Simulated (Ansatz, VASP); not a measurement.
**BiTe in VASP and in Ansatz**

```xyz
2
Lattice="0.0000 3.6468 3.6468 3.6468 0.0000 3.6468 3.6468 3.6468 0.0000" Properties=species:S:1:pos:R:3 pbc="T T T"
Bi    0.0000    0.0000    0.0000
Te    1.8234    1.8234    1.8234
```

Alike in both runs: task single point; functional PBE; k mesh 8 × 8 × 8; occupations gaussian, width 0.05 eV; no spin polarisation.

|  | VASP | Ansatz |
| --- | --- | --- |
| version | VASP 6.6.1 | Ansatz 0.2.0 |
| potentials or method | VASP PAW PBE potentials, release 64 (Bi_d, Te) | scalar-relativistic, plane waves, PAW |
| plane-wave cutoff (eV) | 520 | 420 |
| valence electrons in the cell | 21 | 31 |

```csv
,VASP,Ansatz,Ansatz less VASP
gap on the k mesh at the Fermi level (eV),none,none,-
pressure (GPa),-0.6,-0.5,+0.04
```

A gap of «none» marks a metal or a gap that the smearing closes. With one functional, cell and mesh, what is left measures potentials, basis and numerics. The two sets of potentials don't hold the same shells in valence.

Caveats: spin-orbit coupling is left out, which moves the levels of the heavy elements.
